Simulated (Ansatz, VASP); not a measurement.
# One calculation of TiO2, two programs

```
CELL_PARAMETERS angstrom
4.60817 0.00000 0.00000
0.00000 4.60817 0.00000
0.00000 0.00000 2.95426
ATOMIC_POSITIONS crystal
Ti 0.00000 0.00000 0.00000
Ti 0.50000 0.50000 0.50000
O 0.30438 0.30438 0.00000
O 0.19562 0.80438 0.50000
O 0.69562 0.69562 0.00000
O 0.80438 0.19562 0.50000
```

Alike in both runs: functional PBE; dispersion D3(BJ); k mesh 6 × 6 × 10; occupations gaussian, width 0.02 eV; no spin polarisation.

Ansatz relaxed the structure, and its values are those at the end. VASP's run is a single point on that final structure, the one shown.

```csv
,VASP,Ansatz
version,VASP 6.6.1,Ansatz 0.2.0
potentials or method,"VASP PAW PBE potentials, release 64 (Ti_sv, O)","scalar-relativistic, plane waves, PAW"
plane-wave cutoff (eV),520,420
valence electrons in the cell,48,48
```

VASP gave:

```
gap on the k mesh at the Fermi level (eV) : 1.84
least direct gap on the mesh (eV)         : 1.84
pressure (GPa)                            : 0.6
rms of the force components (eV/Å)        : 0.012
```

Which values does Ansatz return?

gap on the k mesh at the Fermi level (eV): 1.87; least direct gap on the mesh (eV): 1.87; pressure (GPa): 0.0; rms of the force components (eV/Å): 0.000.

A k mesh can miss the band edges.
